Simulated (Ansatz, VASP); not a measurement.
# One calculation of Co, two programs

```
Co
1.0
    -1.44072    1.44072    1.44072
     1.44072   -1.44072    1.44072
     1.44072    1.44072   -1.44072
Co
1
Direct
  0.00000 0.00000 0.00000
```

Alike in both runs: task single point; functional PBEsol; k mesh 20 × 20 × 20; occupations gaussian, width 0.1 eV; collinear spin.

|  | VASP | Ansatz |
| --- | --- | --- |
| version | VASP 6.6.1 | Ansatz 0.2.0 |
| potentials or method | VASP PAW PBE potentials, release 64 (Co) | scalar-relativistic, plane waves, PAW |
| plane-wave cutoff (eV) | 520 | 420 |
| valence electrons in the cell | 9 | 17 |

Ansatz gave:

- gap on the k mesh at the Fermi level (eV): none
- pressure (GPa): -21.2
- net moment per atom (μB): 1.81
- size of the moment on the site where the two differ most (μB): 1.88

Task: Which values does VASP return?

Result: gap on the k mesh at the Fermi level (eV): none; pressure (GPa): -21.7; net moment per atom (μB): 1.80; size of the moment on the site where the two differ most (μB): 1.82.

Site moments also hang on the region over which each program counts them. A gap of «none» marks a metal or a gap that the smearing closes. With one functional, cell and mesh, what is left measures potentials, basis and numerics. The two sets of potentials don't hold the same shells in valence.

Caveats: so large a pressure means that the cell lies far from this level's equilibrium, or that cutoff or potentials fall short (VASP); the potentials were made for another functional, which shifts forces and pressure (VASP).
